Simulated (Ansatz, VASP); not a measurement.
**One calculation of CdSe, two programs**

```
Cd Se
1.0
     4.34609    0.00000    0.00000
    -2.17304    3.76382    0.00000
     0.00000    0.00000    7.08984
Cd Se
2 2
Direct
  0.66667 0.33333 0.49995
  0.33333 0.66667 0.99995
  0.66667 0.33333 0.87591
  0.33333 0.66667 0.37591
```

The cell is a database's computed one.

Alike in both runs: task single point; functional LDA; k mesh 6 × 6 × 4; occupations gaussian, width 0.1 eV; no spin polarisation.

```csv
,VASP,Ansatz
version,VASP 6.6.1,Ansatz 0.2.0
potentials or method,"VASP PAW LDA potentials, release 64 (Cd, Se)","scalar-relativistic, plane waves, PAW"
plane-wave cutoff (eV),520,600
valence electrons in the cell,36,72
```

|  | VASP | Ansatz | Ansatz less VASP |
| --- | --- | --- | --- |
| gap on the k mesh at the Fermi level (eV) | 0.35 | 0.32 | -0.030 |
| least direct gap on the mesh (eV) | 0.35 | 0.32 | -0.030 |
| pressure (GPa) | -2.9 | -3.3 | -0.37 |

The two sets of potentials don't hold the same shells in valence. Ansatz warned: «pseudo_functional_mismatch».
